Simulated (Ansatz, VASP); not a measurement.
## TePb in VASP and in Ansatz

```xyz
2
Lattice="0.0000 3.3186 3.3186 3.3186 0.0000 3.3186 3.3186 3.3186 0.0000" Properties=species:S:1:pos:R:3 pbc="T T T"
Te    3.3186    3.3186    3.3186
Pb    0.0000    0.0000    0.0000
```

Alike in both runs: task single point; functional PBE; k mesh 6 × 6 × 6; no spin polarisation.

```csv
,VASP,Ansatz
version,VASP 6.6.1,Ansatz 0.2.0
potentials or method,"VASP PAW PBE potentials, release 64 (Te, Pb_d)","plane waves, PAW"
plane-wave cutoff (eV),520,420
occupations,"gaussian, width 0.01 eV",fixed
valence electrons in the cell,20,30
```

```tsv
	VASP	Ansatz	Ansatz less VASP
gap on the k mesh at the Fermi level (eV)	0.88	0.88	-0.004
pressure (GPa)	-1.2	-1.1	+0.05
```

The two sets of potentials don't hold the same shells in valence.

Caveats: spin-orbit coupling is left out, which as a rule narrows the gap of such compounds by several tenths of an eV. A k mesh can miss the band edges.
